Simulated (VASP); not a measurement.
# Si (Fd-3m) in VASP: Born charges and dielectric tensor with LDA

Aim: the Born charges and dielectric tensor of Si with LDA.

All numbers are computed with VASP 6.6.1; they aren't measurements. Logs are shortened: lines on timing, memory, paths and dates and some standing lists are left out, and cuts for length are marked.

**1. The crystal as given**

The structure is cubic, space group Fd-3m (No. 227). Conventional cell: a = 5.497 Å, b = 5.497 Å, c = 5.497 Å, α = 90.00°, β = 90.00°, γ = 90.00°. Around Si (site symmetry -43m) lie 4 Si at 2.38 Å.

**2. Born charges and dielectric tensor, LDA**

The input, INCAR:

```
PREC     = Accurate       # precision mode
ENCUT    = 600            # plane-wave cutoff, eV
EDIFF    = 1E-8           # SCF threshold, eV
ISMEAR   = 0              # smearing method
SIGMA    = 0.02           # smearing width, eV
LREAL    = F              # projectors in reciprocal space
LASPH    = T              # aspherical terms in the spheres
NELM     = 100            # most SCF steps
ALGO     = Normal         # electronic algorithm
ISIF     = 2              # what is computed and relaxed
LWAVE    = F              # write WAVECAR
LCHARG   = F              # write CHGCAR
GGA      = CA             # functional
LEPSILON = T              # dielectric tensor by DFPT
IBRION   = 8              # ionic algorithm
NSW      = 1              # ionic steps
```

The input, KPOINTS:

```
Automatic mesh
0
Gamma
  14 14 14
```

The input, POSCAR:

```
Si
1.0
    0.0000000000      2.7487400000      2.7487400000
    2.7487400000      0.0000000000      2.7487400000
    2.7487400000      2.7487400000      0.0000000000
Si
2
Direct
    0.5000000000      0.5000000000      0.5000000000
    0.7500000000      0.7500000000      0.7500000000
```

Potentials or basis: VASP PAW LDA potentials, release 64 (Si).

Command:

```bash
$ cat potpaw_LDA.64/Si/POTCAR > POTCAR
$ mpirun -np 1 vasp_std > vasp.out
```

OUTCAR:

```text
PREC = Accurate
   ENCUT = 600
   EDIFF = 1E-8
   ISMEAR = 0
   LREAL = F
   LASPH = T
   NELM = 100
   ISIF = 2
   GGA = CA
   LEPSILON = T
   IBRION = 8
   NSW = 1

 ion  position               nearest neighbor table
   1  0.500  0.500  0.500-   2 2.38   2 2.38   2 2.38   2 2.38
   2  0.750  0.750  0.750-   1 2.38   1 2.38   1 2.38   1 2.38

  LATTYP: Found a face centered cubic cell.
 ALAT       =     5.4974800000

  Lattice vectors:

 A1 = (   0.0000000000,   2.7487400000,   2.7487400000)
 A2 = (   2.7487400000,   0.0000000000,   2.7487400000)
 A3 = (   2.7487400000,   2.7487400000,   0.0000000000)

Analysis of symmetry for initial positions (statically):
=====================================================================
 Subroutine PRICEL returns:
 Original cell was already a primitive cell.

 Routine SETGRP: Setting up the symmetry group for a
 face centered cubic supercell.

 Subroutine GETGRP returns: Found 48 space group operations
 (whereof 24 operations were pure point group operations)
 out of a pool of 48 trial point group operations.

The static configuration has the point symmetry T_d .
 The point group associated with its full space group is O_h .

Analysis of symmetry for dynamics (positions and initial velocities):
=====================================================================
 Subroutine PRICEL returns:
 Original cell was already a primitive cell.

 Routine SETGRP: Setting up the symmetry group for a
 face centered cubic supercell.

 Subroutine GETGRP returns: Found 48 space group operations
 (whereof 24 operations were pure point group operations)
 out of a pool of 48 trial point group operations.

The dynamic configuration has the point symmetry T_d .
 The point group associated with its full space group is O_h .

 Subroutine INISYM returns: Found 48 space group operations
 (whereof 24 operations are pure point group operations),
 and found     1 'primitive' translations

----------------------------------------------------------------------------------------

                                     Primitive cell

  volume of cell :      41.5366

  direct lattice vectors                    reciprocal lattice vectors
     0.000000000  2.748740000  2.748740000    -0.181901526  0.181901526  0.181901526
     2.748740000  0.000000000  2.748740000     0.181901526 -0.181901526  0.181901526
     2.748740000  2.748740000  0.000000000     0.181901526  0.181901526 -0.181901526

  length of vectors
     3.887305387  3.887305387  3.887305387     0.315062685  0.315062685  0.315062685

  position of ions in fractional coordinates (direct lattice)
     0.500000000  0.500000000  0.500000000
     0.750000000  0.750000000  0.750000000

  ion indices of the primitive-cell ions
   primitive index   ion index
                 1           1
                 2           2

----------------------------------------------------------------------------------------

 KPOINTS: Automatic mesh

Automatic generation of k-mesh.
[... 412 lines left out ...]
 ------------------------------------------------------
          14.406187    -0.000000     0.000000
           0.000000    14.406187    -0.000000
          -0.000000     0.000000    14.406187
 ------------------------------------------------------

 Free energy of the ion-electron system (eV)
  ---------------------------------------------------
  ---------------------------------------------------
  free energy    TOTEN  =        -1.53864111 eV

  energy without entropy =       -1.53864111

------------------------ aborting loop because EDIFF is reached ----------------------------------------

--------------------------------------- Ionic step        2  -------------------------------------------

------------------------ aborting loop because EDIFF is reached ----------------------------------------

--------------------------------------- Ionic step        3  -------------------------------------------

------------------------ aborting loop because EDIFF is reached ----------------------------------------

 PIEZOELECTRIC TENSOR FIELD DIRECTION 3  (e Angst)
 -----------------------------------------------------------------------------
     0.00072  0.00000  0.00000           (  0.00000 -0.00000  0.00000)
    -0.00000  0.00072  0.00000           ( -0.00000  0.00000  0.00000)
     0.00000  0.00000 -0.00623           (  0.00000  0.00000  0.00000)

 PIEZOELECTRIC TENSOR FIELD DIRECTION 3  (C/m^2)
 -----------------------------------------------------------------------------
     0.00028  0.00000  0.00000
    -0.00000  0.00028  0.00000
     0.00000  0.00000 -0.00240

--------------------------------------- Ionic step        4  -------------------------------------------

 Free energy of the ion-electron system (eV)
  ---------------------------------------------------
  ---------------------------------------------------
  free energy    TOTEN  =        -0.01756596 eV

  energy without entropy =       -0.01756596

------------------------ aborting loop because EDIFF is reached ----------------------------------------

 INTERNAL STRAIN TENSOR  FOR ION    1  DIRECTION 1   (eV/Angst):
 -----------------------------------------------------------------------------
    -0.00489  0.00000  0.00000
     0.00000  0.00305  7.47475
     0.00000  7.47475  0.00305

 MACROSCOPIC STATIC DIELECTRIC TENSOR (including local field effects in DFT)
 ------------------------------------------------------
          13.604822    -0.000000    -0.000000
           0.000000    13.604822     0.000000
          -0.000000     0.000000    13.604822
 ------------------------------------------------------

 PIEZOELECTRIC TENSOR (including local field effects)  for field in x, y, z        (e  Angst)
          XX          YY          ZZ          XY          YZ          ZX
  --------------------------------------------------------------------------------
  x     0.00000    -0.00000     0.00000     0.00000     0.00000    -0.00000
  y    -0.00000     0.00000     0.00000    -0.00000     0.00000     0.00000
  z     0.00000    -0.00000    -0.00000     0.00000    -0.00000     0.00000

 PIEZOELECTRIC TENSOR (including local field effects)  for field in x, y, z        (C/m^2)
          XX          YY          ZZ          XY          YZ          ZX
  --------------------------------------------------------------------------------
  x     0.00000    -0.00000     0.00000     0.00000     0.00000    -0.00000
  y    -0.00000     0.00000     0.00000    -0.00000     0.00000     0.00000
  z     0.00000    -0.00000    -0.00000     0.00000    -0.00000     0.00000

 BORN EFFECTIVE CHARGES (including local field effects) (in |e|, cummulative output)
 ---------------------------------------------------------------------------------
 ion    1
    1     0.00000    -0.00000     0.00000
    2     0.00000     0.00000     0.00000
    3     0.00000     0.00000    -0.00000
 ion    2
    1    -0.00000     0.00000     0.00000
    2     0.00000    -0.00000    -0.00000
    3     0.00000     0.00000     0.00000

 INTERNAL STRAIN TENSOR FOR ION    2 for displacements in x,y,z  (eV/Angst):
          X           Y           Z          XY          YZ          ZX
  --------------------------------------------------------------------------------
  x    -0.00000     0.00000     0.00000     0.00000    -7.47475     0.00000
  y     0.00000     0.00000     0.00000     0.00000     0.00000    -7.47475
  z     0.00000     0.00000    -0.00000    -7.47475     0.00000     0.00000

 SECOND DERIVATIVES (NOT SYMMETRIZED)
 ------------------------------------
               1X          1Y          1Z          2X          2Y          2Z
  1X   -12.229990    0.000000    0.000000   12.229990    0.000000    0.000000
  1Y     0.000000  -12.229990    0.000000    0.000000   12.229990    0.000000
  1Z     0.000000    0.000000  -12.229990    0.000000    0.000000   12.229990
  2X    12.229990    0.000000    0.000000  -12.229990    0.000000    0.000000
  2Y     0.000000   12.229990    0.000000    0.000000  -12.229990    0.000000
  2Z     0.000000    0.000000   12.229990    0.000000    0.000000  -12.229990

 Eigenvectors and eigenvalues of the dynamical matrix
 ----------------------------------------------------

   1 f  =   14.589539 THz    91.668775 2PiTHz  486.654629 cm-1    60.337457 meV
             X         Y         Z           dx          dy          dz
      2.748740  2.748740  2.748740     0.000000   -0.707107    0.000000
      4.123110  4.123110  4.123110     0.000000    0.707107    0.000000
[... 21 lines left out ...]
   6 f  =    0.000000 THz     0.000000 2PiTHz    0.000000 cm-1     0.000000 meV
             X         Y         Z           dx          dy          dz
      2.748740  2.748740  2.748740     0.000000    0.000000    0.707107
      4.123110  4.123110  4.123110     0.000000    0.000000    0.707107

--------------------------------------------------------------------------------------------------------

 MACROSCOPIC STATIC DIELECTRIC TENSOR IONIC CONTRIBUTION
 ------------------------------------------------------
           0.000000    -0.000000     0.000000
          -0.000000     0.000000    -0.000000
           0.000000    -0.000000     0.000000
 ------------------------------------------------------

 ELASTIC MODULI CONTR FROM IONIC RELAXATION (kBar)
 Direction    XX          YY          ZZ          XY          YZ          ZX
 --------------------------------------------------------------------------------
 XX          -0.0000      0.0000      0.0000      0.0000     -0.0000      0.0000
 YY           0.0000     -0.0000      0.0000      0.0000      0.0000      0.0000
 ZZ           0.0000      0.0000     -0.0000     -0.0000      0.0000      0.0000
 XY           0.0000      0.0000     -0.0000   -176.2165      0.0000      0.0000
 YZ          -0.0000      0.0000      0.0000      0.0000   -176.2165      0.0000
 ZX           0.0000      0.0000      0.0000      0.0000      0.0000   -176.2165
 --------------------------------------------------------------------------------

 PIEZOELECTRIC TENSOR IONIC CONTR  for field in x, y, z        (C/m^2)
          XX          YY          ZZ          XY          YZ          ZX
  --------------------------------------------------------------------------------
  x     0.00000     0.00000     0.00000     0.00000     0.00000    -0.00000
  y     0.00000    -0.00000     0.00000     0.00000     0.00000     0.00000
  z     0.00000     0.00000    -0.00000    -0.00000     0.00000     0.00000
```

Wall time 4.4 min (1 thread of Intel Xeon Platinum 8488C (Sapphire Rapids), shared host); peak memory 0.48 GiB.

Results:

```yaml
Band_gap_on_the_k_mesh: 0.53 eV, indirect (least direct gap 2.46 eV)
Electronic_dielectric_tensor_diagonal: 13.60
Born_charges_mean_of_the_diagonal: Si +0.00 e
Highest_phonon_frequency_at_Γ: 487 cm⁻¹
```

Phonon frequencies in cm⁻¹ (negative: imaginary):
```tsv
q point	frequencies
(0.000, 0.000, 0.000)	0 0 0 487 487 487
```

Electronic dielectric tensor:
```
13.60  0.00  0.00
 0.00 13.60  0.00
 0.00  0.00 13.60
```

Born effective charge tensors (e):
atom 1, Si
```
0.00 0.00 0.00
0.00 0.00 0.00
0.00 0.00 0.00
```
atom 2, Si
```
0.00 0.00 0.00
0.00 0.00 0.00
0.00 0.00 0.00
```

Caveat: the gap is small at this level, which inflates the dielectric constant.
